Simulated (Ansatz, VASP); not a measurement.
# RbBr: VASP beside Ansatz

INCAR

```
  ALGO = Normal
  EDIFF = 1E-6
  ENCUT = 520
  GGA = PE
  ISIF = 2
  ISMEAR = -1
  LASPH = T
  LCHARG = F
  LREAL = F
  LWAVE = F
  NBANDS = 15
  NELM = 80
  PREC = Accurate
  SIGMA = 0.02
```

File KPOINTS:

```
k-points
0
Gamma
  6 6 6
```

POSCAR

```
RbBr
1.0
    4.1242532581      0.0000000000      0.0000000000
    0.0000000000      4.1242532581      0.0000000000
    0.0000000000      0.0000000000      4.0566155047
Rb Br
1 1
Direct
    0.0000000000      0.0000000000      0.0000000000
    0.5000000000      0.5000000000      0.5000000000
```

Input for Ansatz:

```yaml
crystal:
  lattice:
    - [4.1242532581, 0.0, 0.0]
    - [0.0, 4.1242532581, 0.0]
    - [0.0, 0.0, 4.0566155047]
  atoms:
    - { symbol: Rb, position: [0.0, 0.0, 0.0] }
    - { symbol: Br, position: [0.5, 0.5, 0.5] }
kpoints:
  mp_grid: { grid: [6, 6, 6] }
  band_path:
    path: [[0.0, 0.0, 0.0], [0.0, 0.5, 0.0], [0.5, 0.5, 0.0], [0.5, 0.5, 0.5]]
    npoints: 1
hamiltonian:
  xc: pbe
scf:
  occupations: { method: fermi_dirac, width: 0.02 }
  n_extra_bands: 4
output:
  forces: true
  stress: true
  eigenvalues: true
  write_density: true
  write_potential: true
  elf: true
  volumetric_format: npy
```

Change from the starting cell: uniaxial_z strain -1.6%.

Alike in both runs: task single point; functional PBE; k mesh 6 × 6 × 6; occupations fermi-dirac, width 0.02 eV; no spin polarisation.

```csv
,VASP,Ansatz
version,VASP 6.6.1,Ansatz 0.2.0
potentials or method,"VASP PAW PBE potentials, release 64 (Rb_sv, Br)","plane waves, PAW"
plane-wave cutoff (eV),520,420
valence electrons in the cell,16,16
```

Ansatz gave:

- gap on the k mesh at the Fermi level (eV): 4.09
- pressure (GPa): 1.1
- largest component of the traceless stress (GPa): 0.34

Question: Estimate VASP's values.

Answer: gap on the k mesh at the Fermi level (eV): 4.09; pressure (GPa): 1.2; largest component of the traceless stress (GPa): 0.34.

A k mesh can miss the band edges.
